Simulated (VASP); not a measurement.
# PbSe: molecular dynamics at constant energy

PbSe, Pnma (no. 62), 16 atoms in the cell. PBE, molecular dynamics; PAW potentials Pb, Se (PBE set).

Ensemble: NVE; Starting temperature (K): 1600.

## Input

INCAR:
```
  ALGO = Normal
  ANDERSEN_PROB = 0.0
  EDIFF = 1E-6
  ENCUT = 210
  GGA = PE
  IBRION = 0
  ISIF = 2
  ISMEAR = 0
  ISYM = 0
  LASPH = T
  LCHARG = F
  LREAL = Auto
  LWAVE = F
  MDALGO = 1
  NCORE = 2
  NELM = 60
  NELMIN = 4
  NSW = 60
  POTIM = 3.0
  PREC = Normal
  RANDOM_SEED = 336634 0 0
  SIGMA = 0.05
  TEBEG = 1600
```

KPOINTS:
```
k-points
0
Monkhorst-Pack
  1 2 1
```

POSCAR:
```
PbSe
1.0
   13.2198180000      0.0000000000      0.0000000000
    0.0000000000      4.4564510000      0.0000000000
    0.0000000000      0.0000000000      8.8303680000
Pb Se
8 8
Direct
    0.6404190000      0.2500000000      0.2051430000
    0.6404190000      0.2500000000      0.7051430000
    0.1404190000      0.2500000000      0.0448570000
    0.1404190000      0.2500000000      0.5448570000
    0.3595810000      0.7500000000      0.2948570000
    0.3595810000      0.7500000000      0.7948570000
    0.8595810000      0.7500000000      0.4551430000
    0.8595810000      0.7500000000      0.9551430000
    0.8576940000      0.2500000000      0.2258770000
    0.8576940000      0.2500000000      0.7258770000
    0.3576940000      0.2500000000      0.0241230000
    0.3576940000      0.2500000000      0.5241230000
    0.1423060000      0.7500000000      0.2741230000
    0.1423060000      0.7500000000      0.7741230000
    0.6423060000      0.7500000000      0.4758770000
    0.6423060000      0.7500000000      0.9758770000
```

Commands:
```
cat potpaw_PBE.64/Pb/POTCAR potpaw_PBE.64/Se/POTCAR > POTCAR
mpirun -np 2 vasp_std > vasp.out
```

## Result

- Rise of the mean potential energy above the start (meV/atom): 84.0
- Mean temperature (K): 915
- Electronic steps per ionic step after the first: 4.1

Course of the run:

| Time (fs) | Temperature (K) | Potential energy less the first (meV/atom) |
|---|---|---|
| 3 | 1607 | 0.0 |
| 18 | 1566 | 4.9 |
| 30 | 1424 | 22.2 |
| 45 | 1214 | 47.7 |
| 57 | 1071 | 65.1 |
| 72 | 930 | 82.1 |
| 84 | 835 | 93.6 |
| 99 | 734 | 105.9 |
| 111 | 668 | 113.8 |
| 126 | 607 | 121.3 |
| 138 | 572 | 125.5 |
| 153 | 550 | 128.2 |
| 165 | 555 | 127.6 |
| 180 | 591 | 123.2 |

The mean temperature lies below the starting 1600 K, since the atoms start on their sites and part of their kinetic energy turns into potential energy.

REPORT:
```
MDALGO =   1
         ANDERSEN_PROB =  0.00000000
               SCALING =       0
                 CNEXP =     9.000   14.000
           RANDOM_SEED =            336634                0                0

   original number of atomic DOF:         45
   number of independent constraints:      0
   number of active DOF:                  45

========================================
         MD step No.       1
========================================

  Atomic velocities initialized by STEP_tb

  >Energies
                    E_tot             E_pot             E_kin               EPS                ES
   e_b>   -0.63786619E+02   -0.66901559E+02    0.31149402E+01    0.00000000E+00    0.00000000E+00

  >Temperature
               T_sim     T_inst
   tmprt>   1600.000   1606.540

  >Thermostat, num. of collisions:                0

           RANDOM_SEED =            336634              192                0

[... steps left out ...]

========================================
         MD step No.      60
========================================

  >Energies
                    E_tot             E_pot             E_kin               EPS                ES
   e_b>   -0.63783735E+02   -0.64930542E+02    0.11468071E+01    0.00000000E+00    0.00000000E+00

  >Temperature
               T_sim     T_inst
   tmprt>   1600.000    591.469

  >Thermostat, num. of collisions:                0

           RANDOM_SEED =            336634             5856                0
```

OSZICAR:
```
N       E                     dE             d eps       ncg     rms          rms(c)
DAV:   1     0.281123075928E+03    0.28112E+03   -0.16896E+04    98   0.625E+02
DAV:   2    -0.381807937045E+02   -0.31930E+03   -0.30964E+03   123   0.151E+02
DAV:   3    -0.684058811960E+02   -0.30225E+02   -0.29863E+02   116   0.537E+01
DAV:   4    -0.694267264094E+02   -0.10208E+01   -0.10189E+01   132   0.975E+00
DAV:   5    -0.694427828760E+02   -0.16056E-01   -0.16048E-01   115   0.146E+00    0.195E+01
DAV:   6    -0.668972431234E+02    0.25455E+01   -0.73511E+00   132   0.653E+00    0.104E+01
DAV:   7    -0.669251684012E+02   -0.27925E-01   -0.24875E+00   132   0.363E+00    0.577E+00
DAV:   8    -0.669090060486E+02    0.16162E-01   -0.10502E-01   124   0.991E-01    0.341E+00
DAV:   9    -0.669001704048E+02    0.88356E-02   -0.64667E-02   132   0.637E-01    0.102E+00
DAV:  10    -0.669011193706E+02   -0.94897E-03   -0.45376E-03   124   0.207E-01    0.342E-01
DAV:  11    -0.669013883045E+02   -0.26893E-03   -0.87712E-04   140   0.831E-02    0.151E-01
DAV:  12    -0.669015483125E+02   -0.16001E-03   -0.35886E-04   116   0.679E-02    0.211E-02
[... left out ...]
     58 T=   573. E= -.63783722E+02 F= -.64895397E+02 E0= -.64895397E+02  EK= 0.11117E+01 SP= 0.00E+00 SK= 0.00E+00
     59 T=   582. E= -.63783740E+02 F= -.64911950E+02 E0= -.64911950E+02  EK= 0.11282E+01 SP= 0.00E+00 SK= 0.00E+00
[... last step whole ...]
       N       E                     dE             d eps       ncg     rms          rms(c)
DAV:   1    -0.649304951823E+02   -0.18545E-01   -0.30883E-04   196   0.146E+00    0.108E-02
DAV:   2    -0.649305419471E+02   -0.46765E-04   -0.47435E-04   116   0.619E-02    0.786E-03
DAV:   3    -0.649305426199E+02   -0.67282E-06   -0.10152E-05   124   0.106E-02    0.532E-03
DAV:   4    -0.649305424458E+02    0.17413E-06   -0.70781E-07    76   0.310E-03
     60 T=   591. E= -.63783735E+02 F= -.64930542E+02 E0= -.64930542E+02  EK= 0.11468E+01 SP= 0.00E+00 SK= 0.00E+00
```

Limits: 180 fs of 16 atoms are too short for converged averages; the cell is only 4.5 Å across, so each atom moves in step with near copies of itself.

VASP 6.6.1 took 496 s on 2 cores (AMD EPYC 7571), a shared host.
